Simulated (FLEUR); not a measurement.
# Bi (Im-3m) in FLEUR: settings compared, part 3 of 3

FLEUR MaX-R8.1 (later development tree). Earlier steps stand in the parts before.

### 4 Band structure, PBE, spin-orbit coupling, no magnetisation

Contents of inp.xml:

```xml
<?xml version="1.0" encoding="UTF-8" standalone="no"?>
<fleurInput fleurInputVersion="0.39">
   <comment>
      Bi                                                                                                  
   </comment>
   <calculationSetup>
      <cutoffs Kmax="4.1" Gmax="12.7" GmaxXC="12.7" numbands="all"/>
      <scfLoop itmax="60" minDistance="0.00001" maxIterBroyd="15" imix="Anderson" alpha="0.05" precondParam="0.0" spinf="2.0" sdNocoIR="T"/>
      <coreElectrons ctail="T" frcor="F" kcrel="0" coretail_lmax="0"/>
      <xcFunctional name="pbe" relativisticCorrections="F"/>
      <magnetism jspins="1"/>
      <soc l_soc="T" theta="0.0" phi="0.0" spav="F"/>
      <expertModes spex="0" secvar="F"/>
      <geometryOptimization l_f="F" forcealpha="1.0" forcemix="BFGS" epsdisp="0.00001" epsforce="0.00001"/>
      <ldaU l_linMix="F" mixParam="0.05" spinf="1.0"/>
   </calculationSetup>
   <cell>
      <bzIntegration valenceElectrons="21.0" mode="hist" fermiSmearingEnergy="0.00183747">
         <kPointListSelection listName="default-1"/>
         <!-- k-points included here -->
         <xi:include xmlns:xi="http://www.w3.org/2001/XInclude" href="kpts.xml"> </xi:include>
      </bzIntegration>
      <!-- symmetry operations included here -->
      <xi:include xmlns:xi="http://www.w3.org/2001/XInclude" href="sym.xml"> </xi:include>
      <bulkLattice scale="1.0">
         <bravaisMatrix>
            <row-1>   -3.7443610400225311     3.7443610400225311     3.7443610400225311</row-1>
            <row-2>    3.7443610400225311    -3.7443610400225311     3.7443610400225311</row-2>
            <row-3>    3.7443610400225311     3.7443610400225311    -3.7443610400225311</row-3>
         </bravaisMatrix>
      </bulkLattice>
   </cell>
   <atomSpecies>
      <species name="Bismuth (Bi)" element="Bi" atomicNumber="83">
         <mtSphere radius="2.66" gridPoints="879" logIncrement="0.015"/>
         <atomicCutoffs lmax="11" lnonsphr="8"/>
         <electronConfig flipSpins="F">
            <coreConfig>(1s1/2) (2s1/2) (2p1/2) (2p3/2) (3s1/2) (3p1/2) (3p3/2) (4s1/2) (3d3/2) (3d5/2) (4p1/2) (4p3/2) (5s1/2) (4d3/2) (4d5/2) (4f5/2) (4f7/2)</coreConfig>
            <valenceConfig>(5p1/2) (5p3/2) (6s1/2) (5d3/2) (5d5/2) (6p1/2) (6p3/2)</valenceConfig>
            <stateOccupation state="(6p1/2)" spinUp="0.500000" spinDown="0.500000"/>
            <stateOccupation state="(6p3/2)" spinUp="1.000000" spinDown="1.000000"/>
         </electronConfig>
         <energyParameters s="6" p="6" d="5" f="5"/>
         <lo type="SCLO" l="1" n="5" eDeriv="0"/>
         <lo type="SCLO" l="1" n="5" eDeriv="1"/>
         <lo type="SCLO" l="0" n="6" eDeriv="2"/>
         <lo type="SCLO" l="2" n="5" eDeriv="2"/>
         <lo type="SCLO" l="3" n="5" eDeriv="2"/>
      </species>
   </atomSpecies>
   <atomGroups>
      <atomGroup species="Bismuth (Bi)">
         <relPos label="                   1">.0000000000 .0000000000 .0000000000</relPos>
         <force calculate="T" relaxXYZ="TTT"/>
      </atomGroup>
   </atomGroups>
   <output dos="F" band="F" slice="F">
      <checks vchk="F" cdinf="F"/>
      <bandDOS minEnergy="-.5*Htr" maxEnergy="0.5*Htr" sigma="0.015" storeEVData="T"/>
      <vacuumDOS vacdos="F" integ="F" star="F" nstars="0" locx1="0.0" locy1="0.0" locx2="0.0" locy2="0.0" nstm="0" tworkf="0.0"/>
      <unfoldingBand unfoldBand="F" supercellX="1" supercellY="1" supercellZ="1"/>
      <plotting iplot="0" polar="F">
         <plot TwoD="T" vec1="  1.0  0.0  0.0" vec2="  0.0  1.0  0.0" vec3="  0.0  0.0  1.0" zero="  0.0  0.0  0.0" file="plot"/>
      </plotting>
      <chargeDensitySlicing numkpt="0" minEigenval="0.0" maxEigenval="0.0" nnne="0" pallst="F"/>
      <specialOutput eonly="F"/>
      <moessbauerParams electricFieldGradient="T" isomerShift="T" coreHyperfine="T" valenceHyperfine="T"/>
      <magneticCircularDichroism mcd="F" energyLo="-10.0" energyUp="0.0"/>
   </output>
  <!-- We include the file relax.xml here to enable relaxations (see documentation) -->
  <xi:include xmlns:xi="http://www.w3.org/2001/XInclude" href="relax.xml"> <xi:fallback/> </xi:include>
</fleurInput>
```

Contents of crystal.txt:

```
Bi
&input cartesian=F /
-1.9814305318  1.9814305318  1.9814305318
1.9814305318  -1.9814305318  1.9814305318
1.9814305318  1.9814305318  -1.9814305318
1.8897261246
1.0 1.0 1.0

1
83 0.0000000000  0.0000000000  0.0000000000

&soc 0.0 0.0 /
&kpt div1=7 div2=7 div3=7 gamma=T /
```

Contents of inp.xml (bands):

```
<?xml version="1.0" encoding="UTF-8" standalone="no"?>
<fleurInput fleurInputVersion="0.39">
   <comment>
      Bi                                                                                                  
   </comment>
   <calculationSetup>
      <cutoffs Kmax="4.1" Gmax="12.7" GmaxXC="12.7" numbands="all"/>
      <scfLoop itmax="60" minDistance="0.00001" maxIterBroyd="15" imix="Anderson" alpha="0.05" precondParam="0.0" spinf="2.0" sdNocoIR="T"/>
      <coreElectrons ctail="T" frcor="F" kcrel="0" coretail_lmax="0"/>
      <xcFunctional name="pbe" relativisticCorrections="F"/>
      <magnetism jspins="1"/>
      <soc l_soc="T" theta="0.0" phi="0.0" spav="F"/>
      <expertModes spex="0" secvar="F"/>
      <geometryOptimization l_f="F" forcealpha="1.0" forcemix="BFGS" epsdisp="0.00001" epsforce="0.00001"/>
      <ldaU l_linMix="F" mixParam="0.05" spinf="1.0"/>
   </calculationSetup>
   <cell>
      <bzIntegration valenceElectrons="21.0" mode="hist" fermiSmearingEnergy="0.00183747">
         <kPointListSelection listName="path-1"/>
         <!-- k-points included here -->
         <xi:include xmlns:xi="http://www.w3.org/2001/XInclude" href="kpts.xml"> </xi:include>
      </bzIntegration>
      <!-- symmetry operations included here -->
      <xi:include xmlns:xi="http://www.w3.org/2001/XInclude" href="sym.xml"> </xi:include>
      <bulkLattice scale="1.0">
         <bravaisMatrix>
            <row-1>   -3.7443610400225311     3.7443610400225311     3.7443610400225311</row-1>
            <row-2>    3.7443610400225311    -3.7443610400225311     3.7443610400225311</row-2>
            <row-3>    3.7443610400225311     3.7443610400225311    -3.7443610400225311</row-3>
         </bravaisMatrix>
      </bulkLattice>
   </cell>
   <atomSpecies>
      <species name="Bismuth (Bi)" element="Bi" atomicNumber="83">
         <mtSphere radius="2.66" gridPoints="879" logIncrement="0.015"/>
         <atomicCutoffs lmax="11" lnonsphr="8"/>
         <electronConfig flipSpins="F">
            <coreConfig>(1s1/2) (2s1/2) (2p1/2) (2p3/2) (3s1/2) (3p1/2) (3p3/2) (4s1/2) (3d3/2) (3d5/2) (4p1/2) (4p3/2) (5s1/2) (4d3/2) (4d5/2) (4f5/2) (4f7/2)</coreConfig>
            <valenceConfig>(5p1/2) (5p3/2) (6s1/2) (5d3/2) (5d5/2) (6p1/2) (6p3/2)</valenceConfig>
            <stateOccupation state="(6p1/2)" spinUp="0.500000" spinDown="0.500000"/>
            <stateOccupation state="(6p3/2)" spinUp="1.000000" spinDown="1.000000"/>
         </electronConfig>
         <energyParameters s="6" p="6" d="5" f="5"/>
         <lo type="SCLO" l="1" n="5" eDeriv="0"/>
         <lo type="SCLO" l="1" n="5" eDeriv="1"/>
         <lo type="SCLO" l="0" n="6" eDeriv="2"/>
         <lo type="SCLO" l="2" n="5" eDeriv="2"/>
         <lo type="SCLO" l="3" n="5" eDeriv="2"/>
      </species>
   </atomSpecies>
   <atomGroups>
      <atomGroup species="Bismuth (Bi)">
         <relPos label="                   1">.0000000000 .0000000000 .0000000000</relPos>
         <force calculate="T" relaxXYZ="TTT"/>
      </atomGroup>
   </atomGroups>
   <output dos="F" band="T" slice="F">
      <checks vchk="F" cdinf="F"/>
      <bandDOS minEnergy="-.5*Htr" maxEnergy="0.5*Htr" sigma="0.015" storeEVData="T"/>
      <vacuumDOS vacdos="F" integ="F" star="F" nstars="0" locx1="0.0" locy1="0.0" locx2="0.0" locy2="0.0" nstm="0" tworkf="0.0"/>
      <unfoldingBand unfoldBand="F" supercellX="1" supercellY="1" supercellZ="1"/>
      <plotting iplot="0" polar="F">
         <plot TwoD="T" vec1="  1.0  0.0  0.0" vec2="  0.0  1.0  0.0" vec3="  0.0  0.0  1.0" zero="  0.0  0.0  0.0" file="plot"/>
      </plotting>
      <chargeDensitySlicing numkpt="0" minEigenval="0.0" maxEigenval="0.0" nnne="0" pallst="F"/>
      <specialOutput eonly="F"/>
      <moessbauerParams electricFieldGradient="T" isomerShift="T" coreHyperfine="T" valenceHyperfine="T"/>
      <magneticCircularDichroism mcd="F" energyLo="-10.0" energyUp="0.0"/>
   </output>
  <!-- We include the file relax.xml here to enable relaxations (see documentation) -->
  <xi:include xmlns:xi="http://www.w3.org/2001/XInclude" href="relax.xml"> <xi:fallback/> </xi:include>
</fleurInput>
```

Potentials or basis: all-electron, FLAPW.

Started as:

```console
inpgen -f crystal.txt -profile fastHighL
# inp.xml edited to the form shown
fleur_MPI
fleur_MPI   # second run, on inp.xml (bands)
```

What it wrote:

```text
Welcome to FLEUR        (www.flapw.de)
      MaX-Release 8.1          (www.max-centre.eu)

 ========== k-point set info ==========
 Selected k-point list: default-1
 k-point list type: mesh
 7 x 7 x 7
 Number of k points: 52

 ------------Calculation Setup---------------------------
 Number of MPI-tasks      :            1
 Number of PE/node        :            1
 Number of OMP-threads    :            1
 Most efficient MPI parallelization for:
           1           2           4          13          26          52
 Additional eigenvalue parallelization possible
 Number of basis functions:          286
 Approximate size of matrices (H+S) per k-point:         0.001 GB
 --------------------------------------------------------
 Iteration:     1   Distance:      12.10359646 me/bohr^3
 Iteration:     2   Distance:      11.37997581 me/bohr^3
 Iteration:     3   Distance:       3.59993043 me/bohr^3
 Iteration:     4   Distance:       0.25506037 me/bohr^3
 Iteration:     5   Distance:       0.24094402 me/bohr^3
 Iteration:     6   Distance:       0.04497315 me/bohr^3
 Iteration:     7   Distance:       0.00235759 me/bohr^3
 Iteration:     8   Distance:       0.00205931 me/bohr^3
 Iteration:     9   Distance:       0.00014235 me/bohr^3
 Iteration:    10   Distance:       0.00008595 me/bohr^3
 Iteration:    11   Distance:       0.00003276 me/bohr^3
 Iteration:    12   Distance:       0.00000118 me/bohr^3

 ********************************************************************
 Run finished successfully
 Stop message:
   all done
 ********************************************************************
```

output (bands):

```text
Welcome to FLEUR        (www.flapw.de)
      MaX-Release 8.1          (www.max-centre.eu)

 ========== k-point set info ==========
 Selected k-point list: path-1
 k-point list type: path
 Number of k points: 60

 ------------Calculation Setup---------------------------
 Number of MPI-tasks      :            1
 Number of PE/node        :            1
 Number of OMP-threads    :            1
 Most efficient MPI parallelization for:
           1           2           3           4           5           6          10          12          15          20          30          60
 Additional eigenvalue parallelization possible
 Number of basis functions:          291
 Approximate size of matrices (H+S) per k-point:         0.001 GB
 --------------------------------------------------------
 Fermi energy correction for metals:
 Fermi energy in bands.* files may not be consistent with last density.
 Please correct it manually (e.g. in band.gnu file).

 Note: Band structure data (together with different weights) is also stored in the banddos.hdf file.
       A convenient way of extracting and plotting the data from that file is by making use of the

 ********************************************************************
 Run finished successfully
 Stop message:
   Charge density postprocessing done.
 ********************************************************************
```

out.xml (last iteration):

```text
<iteration numberForCurrentRun="   12" overallNumber="   12">
         <energyParameters units="Htr">
            <atomicEP atomType="1" spin="1" branch="6s" branchLowest="-5.30" branchHighest="0.47" value="-0.0707044876"/>
            <atomicEP atomType="1" spin="1" branch="6p" branchLowest="-3.02" branchHighest="1.31" value="0.2544411610"/>
            <atomicEP atomType="1" spin="1" branch="5d" branchLowest="-15.28" branchHighest="-0.46" value="-0.4627210964"/>
            <atomicEP atomType="1" spin="1" branch="5f" branchLowest="-5.12" branchHighest="1.81" value="0.6103917716"/>
            <loAtomicEP atomType="1" spin="1" branch="5p" branchLowest="-24.51" branchHighest="-3.02" value="-3.0982221110"/>
            <loAtomicEP atomType="1" spin="1" branch="5p" branchLowest="-24.51" branchHighest="-3.02" value="-3.0982221110"/>
            <loAtomicEP atomType="1" spin="1" branch="6s" branchLowest="-5.30" branchHighest="0.47" value="-0.0707044876"/>
            <loAtomicEP atomType="1" spin="1" branch="5d" branchLowest="-15.28" branchHighest="-0.46" value="-0.4994661522"/>
            <loAtomicEP atomType="1" spin="1" branch="5f" branchLowest="-5.12" branchHighest="1.81" value="0.6103748834"/>
[... 482 lines left out ...]
            </sumOfEigenvalues>
            <densityCoulombPotentialIntegral value="-38087.6042171220"/>
            <densityEffectivePotentialIntegral value="-38609.4460212769"/>
            <chargeDenXCDenIntegral value="-398.6879597460"/>
            <FockExchangeEnergyValence value="0.0000000000"/>
            <FockExchangeEnergyCore value="0.0000000000"/>
            <atomTypeDependentContributions atomType="1">
               <electronNucleiInteractionDifferentMTs value="27334.8397521664"/>
               <MadelungTerm value="-45.6296940347"/>
            </atomTypeDependentContributions>
            <tkbTimesEntropy value="0.0001597950"/>
            <freeEnergy value="-21581.2172199549"/>
            <extrapolationTo0K value="-21581.2171400574"/>
         </totalEnergy>
         <densityConvergence units="me/bohr^3">
            <chargeDensity spin="1" distance="0.0000011838"/>
         </densityConvergence>
      </iteration>
```

It took 14 min on 1 thread of Arm Neoverse N1, shared host; peak memory 0.21 GiB.

Results:

- Free energy: -587254.8374 eV
- Band gap along the path: none (metal or under the smearing width)
- Valence electrons inside the program's atomic spheres: Bi 18.82 (radii Bi 2.66 bohr)

Levels at the corners of the path, in eV from the Fermi level:
| point | band 20 | band 21 | band 22 | band 23 | band 24 | band 25 |
| --- | --- | --- | --- | --- | --- | --- |
| Γ | 2.86 | 6.07 | 6.07 | 6.07 | 6.07 | 8.94 |
| H | -3.15 | -1.40 | -1.40 | -1.40 | -1.40 | 3.33 |
| N | -5.34 | 1.18 | 1.18 | 3.56 | 3.56 | 5.78 |
| Γ | 2.86 | 6.07 | 6.07 | 6.07 | 6.07 | 8.94 |
| P | -3.41 | -2.09 | -2.09 | -2.09 | -2.09 | 13.48 |
| H | -3.15 | -1.40 | -1.40 | -1.40 | -1.40 | 3.33 |
| P | -3.41 | -2.09 | -2.09 | -2.09 | -2.09 | 13.48 |
| N | -5.34 | 1.18 | 1.18 | 3.56 | 3.56 | 5.78 |

Core levels (eV from the Fermi level):
| atom | levels |
| --- | --- |
| 1 Bi | 1s1/2 -90520.7, 2s1/2 -16246.6, 2p1/2 -15606.9, 2p3/2 -13286.6, 3s1/2 -3918.7, 3p1/2 -3630.2, 3p3/2 -3110.7, 4s1/2 -896.9, 3d3/2 -2639.1, 3d5/2 -2529.0, 4p1/2 -771.5, 4p3/2 -643.5, 5s1/2 -153.7, 4d3/2 -439.9, 4d5/2 -416.0, 4f5/2 -151.8, 4f7/2 -146.4 |
